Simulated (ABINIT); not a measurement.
Crystal: MoS2.

```
CELL_PARAMETERS angstrom
3.16900 0.00000 0.00000
-1.58450 2.74443 0.00000
0.00000 0.00000 12.32400
ATOMIC_POSITIONS crystal
Mo 0.66667 0.33333 0.75000
Mo 0.33333 0.66667 0.25000
S 0.66667 0.33333 0.37700
S 0.33333 0.66667 0.87700
S 0.66667 0.33333 0.12300
S 0.33333 0.66667 0.62300
```

```yaml
Program: ABINIT 10.8.3 (patched build)
Task: single point
Functional: PBE
Potentials_or_basis: JTH PAW PBE v2.0
Cutoff: 544 eV
k_mesh: 10 × 10 × 3
Occupations: fermi-dirac, width 0.05 eV
Spin: no spin polarisation
```

On this cell: pressure 2.0 GPa; largest force 0.060 eV/Å; band gap on the k mesh 0.93 eV, indirect (least direct gap 1.87 eV).

The same run follows on a disturbed copy (atoms moved at random, drawn with an rms of 0.05 Å):

```
Mo S
1.0
     3.16900    0.00000    0.00000
    -1.58450    2.74443    0.00000
     0.00000    0.00000   12.32400
Mo S
2 4
Direct
  0.68274 0.33982 0.75201
  0.33925 0.65234 0.25137
  0.66681 0.34133 0.37882
  0.32838 0.64731 0.87916
  0.67197 0.34127 0.12367
  0.34598 0.67013 0.62281
```

**Question.** What changes?

**Answer.** The energy moves by +16.0 meV/atom; pressure 1.3 GPa; largest force 1.497 eV/Å; band gap on the k mesh 0.91 eV, indirect (least direct gap 1.75 eV).

Forces on the atoms (eV/Å):
```
Mo  -0.329 -0.755 -0.420
Mo  -0.910  1.187 -0.060
S    0.544 -0.604 -0.093
S    0.269  0.653 -0.095
S    0.373 -0.590  0.157
S    0.054  0.108  0.511
```

Stress tensor (GPa, compression positive):
```
 2.40 -0.26  0.85
-0.26  0.50  1.19
 0.85  1.19  0.89
```

Caveats: an odd mesh through Γ misses points on the zone boundary, where band edges often lie; this functional lacks dispersion, which binds the layers, so the pressure and a relaxed spacing across them are unreliable (some runs).
